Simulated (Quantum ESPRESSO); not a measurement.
KF (Carobbiite): zone-centre phonons and dielectric response under several settings

```
K F
1.0
     0.00000    2.67185    2.67185
     2.67185    0.00000    2.67185
     2.67185    2.67185    0.00000
K F
1 1
Direct
  0.00000 0.00000 0.00000
  0.50000 0.50000 0.50000
```

All runs used Quantum ESPRESSO 7.5; k mesh 6 × 6 × 6, shifted; relaxed cell; no spin polarisation; cutoff 612 eV; occupations smeared at first, fixed for the response.

```tsv
level	potentials	volume (Å³/atom)	pressure (GPa)	lowest optical mode without the field (cm⁻¹)	highest mode with the field (cm⁻¹)	ε∞ (mean)	ε0 (mean)	Born charge of atom 1 (e)
PBE	GBRV 1.5 PBE	?	0.1	?	?	?	?	?
LDA	GBRV 1.5 LDA	17.17	-0.2	212	339	2.10	5.4	1.14
```

Q: What stands in the row left open?

A: Volume 19.66 Å³/atom; lowest optical mode without the field 171 cm⁻¹; highest mode with the field 305 cm⁻¹; ε∞ 1.96; ε0 6.3; Born charge of atom 1 1.13 e.
